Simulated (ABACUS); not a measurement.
# GaN (F-43m) in ABACUS: further runs

Runs on GaN. Level: PBE. Tasks: equation of state.

All numbers are computed with ABACUS 3.10.1; they aren't measurements. Logs are shortened: lines on timing, memory, paths and dates and some standing lists are left out, and cuts for length are marked.

## (1) The structure

Symmetry: F-43m, No. 216, cubic system. The conventional cell has a = 4.507 Å, b = 4.507 Å, c = 4.507 Å, α = 90.00°, β = 90.00°, γ = 90.00°. Ga (site symmetry -43m) is surrounded by 4 N at 1.95 Å. N (site symmetry -43m) has 4 Ga at 1.95 Å as nearest neighbours.

The cell is a database's computed one.

## (2) Equation of state, PBE, 10.76 Å³/atom (volume scaled by 0.94)

INPUT reads:

```
INPUT_PARAMETERS
suffix              GaN
calculation         scf
basis_type          pw
pseudo_dir          ./
symmetry            1
dft_functional      pbe
ecutwfc             84
pseudo_rcut         7
nspin               1
nbands              13
ks_solver           dav
smearing_method     fd
smearing_sigma      0.00367493
scf_thr             1e-08
scf_nmax            100
mixing_type         broyden
mixing_beta         0.7
cal_force           1
cal_stress          1
kpar                4
```

STRU reads:

```
ATOMIC_SPECIES
Ga 69.7230 Ga_ONCV_PBE-1.2.upf
N 14.0070 N_ONCV_PBE-1.2.upf

LATTICE_CONSTANT
5.8994858285

LATTICE_VECTORS
0.0000000000 0.7071067812 0.7071067812
0.7071067812 0.0000000000 0.7071067812
0.7071067812 0.7071067812 0.0000000000

ATOMIC_POSITIONS
Cartesian

Ga
0.0
1
0.0000000000 0.0000000000 0.0000000000 1 1 1

N
0.0
1
0.3535533906 0.3535533906 0.3535533906 1 1 1
```

KPT reads:

```
K_POINTS
0
Gamma
7 7 7 0 0 0
```

Potentials or basis: SG15 ONCV 1.2 PBE, plane waves.

On the command line:

```bash
> OMP_NUM_THREADS=1 mpirun -np 4 abacus > log
```

running log:

```text
ABACUS v3.10.1

               Atomic-orbital Based Ab-initio Computation at UStc

 ------------------------------------------------------------------------------------

 READING GENERAL INFORMATION
                           global_out_dir = OUT.GaN/
                           global_in_card = INPUT
                               pseudo_dir = ./
                              orbital_dir =
                                    DSIZE = 4
                                    GSIZE = 1

 READING UNITCELL INFORMATION
                                    ntype = 2
                  lattice constant (Bohr) = 5.89949
              lattice constant (Angstrom) = 3.12187

 READING ATOM TYPE 1
                               atom label = Ga
                      L=0, number of zeta = 1
                      L=1, number of zeta = 1
                      L=2, number of zeta = 1
             number of atom for this type = 1

 READING ATOM TYPE 2
                               atom label = N
                      L=0, number of zeta = 1
                      L=1, number of zeta = 1
                      L=2, number of zeta = 1
             number of atom for this type = 1

                        TOTAL ATOM NUMBER = 2
CARTESIAN COORDINATES ( UNIT =       5.899485828500 Bohr ).
    atom                   x                   y                   z     mag                  vx                  vy                  vz
tauc_Ga1            0.0000000000        0.0000000000        0.0000000000  0.0000        0.0000000000        0.0000000000        0.0000000000
tauc_N1            0.3535533906        0.3535533906        0.3535533906  0.0000        0.0000000000        0.0000000000        0.0000000000

                          Volume (Bohr^3) = 145.187
                             Volume (A^3) = 21.5145

 Lattice vectors: (Cartesian coordinate: in unit of a_0)
                   +0           +0.707107           +0.707107
            +0.707107                  +0           +0.707107
            +0.707107           +0.707107                  +0
 Reciprocal vectors: (Cartesian coordinate: in unit of 2 pi/a_0)
            -0.707107           +0.707107           +0.707107
            +0.707107           -0.707107           +0.707107
            +0.707107           +0.707107           -0.707107
 The esolver type has been set to : ksdft_pw

                PAO radial cut off (Bohr) = 7

 Read in pseudopotential file is Ga_ONCV_PBE-1.2.upf
                     pseudopotential type = NC
          exchange-correlation functional = PBE
                 nonlocal core correction = 0
                        valence electrons = 13
                                     lmax = 2
                           number of zeta = 0
[... 7 lines left out ...]
                PAO radial cut off (Bohr) = 7

 Read in pseudopotential file is N_ONCV_PBE-1.2.upf
                     pseudopotential type = NC
          exchange-correlation functional = PBE
                 nonlocal core correction = 0
                        valence electrons = 5
[... 168 lines left out ...]
 projector 6 L=2
 N non-local projectors:
 projector 1 L=0
 projector 2 L=0
 projector 3 L=1
 projector 4 L=1
      TOTAL NUMBER OF NONLOCAL PROJECTORS = 26

 Init Non-Local PseudoPotential table :
 Init Non-Local-Pseudopotential done.

                                     npwx = 1917

 -------------------------------------------
 SELF-CONSISTENT
 -------------------------------------------
                                 init_chg = atomic

 PW ALGORITHM --------------- ION=   1  ELEC=   1--------------------------------

 Density error is 0.577185335722
                          Error Threshold = 0.01
----------------------------------------------------------
     Energy           Rydberg                 eV
----------------------------------------------------------
 E_KohnSham     -151.0271635482      -2054.8299770328
 E_Harris       -151.6579229883      -2063.4118994866
 E_Fermi        0.8226965336         11.1933605816
----------------------------------------------------------
[... 63 lines left out ...]
 Density error is 8.59703348941e-10
                          Error Threshold = 1.48933656788e-09
----------------------------------------------------------
     Energy           Rydberg                 eV
----------------------------------------------------------
 E_KohnSham     -151.2581679068      -2057.9729525732
 E_KS(sigma->0) -151.2581679068      -2057.9729525732
 E_Harris       -151.2581490436      -2057.9726959258
 E_band         2.1080782432         28.6818759378
 E_one_elec     -50.0246129799       -680.6197767713
 E_Hartree      41.2387315207        561.0817269735
 E_xc           -23.3665579421       -317.9183306598
 E_Ewald        -119.1057285055      -1620.5165721156
 E_entropy(-TS) -0.0000000000        -0.0000000000
 E_descf        0.0000000000         0.0000000000
 E_exx          0.0000000000         0.0000000000
 E_Fermi        0.9459055639         12.8697054384
----------------------------------------------------------

 charge density convergence is achieved
 final etot is -2057.9729526 eV
 EFERMI = 12.869705438 eV

 STATE ENERGY(eV) AND OCCUPATIONS    NSPIN == 1
 1/5 kpoint (Cartesian) = 0.0000 0.0000 0.0000 (1917 pws)
       1       -4.72131     0.00583090
       2       -1.93168     0.00583090
       3       -1.93168     0.00583090
       4       -1.93168     0.00583090
       5       -1.55391     0.00583090
       6       -1.55391     0.00583090
       7        11.7105     0.00583090
       8        11.7105     0.00583090
       9        11.7105     0.00583090
      10        13.8989    6.70657e-12
      11        22.4696    2.41079e-86
      12        22.4696    2.41079e-86
      13        22.4696    2.41079e-86
[... 47 lines left out ...]
       1       -4.40382      0.0349854
       2       -1.87171      0.0349854
       3       -1.87171      0.0349854
       4       -1.86208      0.0349854
       5       -1.57241      0.0349854
       6       -1.53718      0.0349854
       7        10.0031      0.0349854
       8        11.0593      0.0349854
       9        11.0593      0.0349854
      10        15.6089    5.64377e-26
      11        20.9742    1.41002e-72
      12        23.1424        0.00000
      13        23.1424        0.00000

------------------------------------------------------------------------------------------
 TOTAL-FORCE (eV/Angstrom)
------------------------------------------------------------------------------------------
                       Ga1         0.0000000000         0.0000000000         0.0000000000
                        N1         0.0000000000         0.0000000000         0.0000000000
------------------------------------------------------------------------------------------

----------------------------------------------------------------
 TOTAL-STRESS (KBAR)
----------------------------------------------------------------
       191.1402324303        -0.0000000000         0.0000000000
        -0.0000000000       191.1402324303         0.0000000000
        -0.0000000000         0.0000000000       191.1402324303
----------------------------------------------------------------
 TOTAL-PRESSURE: 191.140232 KBAR

 --------------------------------------------
 !FINAL_ETOT_IS -2057.9729525731818285 eV
 --------------------------------------------
```

stdout:

```text
ABACUS v3.10.1

               Atomic-orbital Based Ab-initio Computation at UStc

%%%%%%%%%%%%%%%%%%%%%%%%%%%%%%%%%%%%%%%%%%%%%%%%%%%%%%%%%%%%%%%%%%%%%%%%%%%%%%%%%%%%%%%%%%%%%%%%%%%%%%%%%
 Warning: the number of valence electrons in pseudopotential > 3 for Ga: [Ar] 3d10 4s2 4p1
[... 33 lines left out ...]
 TOTAL-STRESS (KBAR)
----------------------------------------------------------------
       191.1402324303        -0.0000000000         0.0000000000
        -0.0000000000       191.1402324303         0.0000000000
        -0.0000000000         0.0000000000       191.1402324303
----------------------------------------------------------------
 TOTAL-PRESSURE: 191.140232 KBAR
```

It took 2.2 s on 4 MPI ranks of Intel Xeon 6975P-C (Granite Rapids), shared host; peak memory 0.24 GiB.

What came out:

- Free energy: -2057.9730 eV
- Pressure: 19.1 GPa
- Band gap on the k mesh: 2.19 eV, direct

## (3) Equation of state, PBE, 11.21 Å³/atom (volume scaled by 0.98)

INPUT is that of step 2.

STRU, as its differences from that of step 2:

```diff
@@ -5,3 +5,3 @@
 LATTICE_CONSTANT
-5.8994858285
+5.9820068074
```

KPT is that of step 2.

Potentials or basis: SG15 ONCV 1.2 PBE, plane waves.

On the command line:

```bash
> OMP_NUM_THREADS=1 mpirun -np 4 abacus > log
```

Run time: 3.1 s. Hardware: 4 MPI ranks of Intel Xeon 6975P-C (Granite Rapids), shared host; peak memory 0.28 GiB.

It converged, with:

| Item | Value |
| --- | --- |
| Free energy | -2058.0543 eV |
| Pressure | 9.4 GPa |
| Band gap on the k mesh | 1.91 eV, direct |

## (4) Equation of state, PBE, 11.67 Å³/atom (volume scaled by 1.02)

INPUT is that of step 3.

STRU, as its differences from that of step 3:

```diff
@@ -5,3 +5,3 @@
 LATTICE_CONSTANT
-5.9820068074
+6.0623117833
```

KPT is that of step 3.

On the command line:

```bash
> OMP_NUM_THREADS=1 mpirun -np 4 abacus > log
```

It took 3.2 s on 4 MPI ranks of Intel Xeon 6975P-C (Granite Rapids), shared host; peak memory 0.24 GiB.

The run converged. Its results:

- Free energy: -2058.0856 eV
- Pressure: 1.6 GPa
- Band gap on the k mesh: 1.65 eV, direct

## (5) Equation of state, PBE, 12.13 Å³/atom (volume scaled by 1.06)

INPUT is that of step 4.

STRU, as its differences from that of step 4:

```diff
@@ -5,3 +5,3 @@
 LATTICE_CONSTANT
-6.0623117833
+6.1405437897
```

KPT is that of step 4.

On the command line:

```bash
> OMP_NUM_THREADS=1 mpirun -np 4 abacus > log
```

Run time: 3 s. Hardware: 4 MPI ranks of Intel Xeon 6975P-C (Granite Rapids), shared host; peak memory 0.28 GiB.

It converged, with:

* Free energy: -2058.0765 eV
* Pressure: -4.8 GPa
* Band gap on the k mesh: 1.40 eV, direct

## (6) Equation of state, PBE

Potentials or basis: SG15 ONCV 1.2 PBE, plane waves.

This step only gathers the single runs of the series.

What came out:

- Equilibrium volume: 11.79 Å³/atom
- Bulk modulus: 172 GPa
- Pressure derivative of the bulk modulus: 4.4 (rough: it moves with the points fitted)

Energy against volume, from the lowest point:
```csv
volume (Å³/atom),energy (meV/atom)
10.757,56.33
11.215,15.68
11.673,0.00
12.131,4.55
```
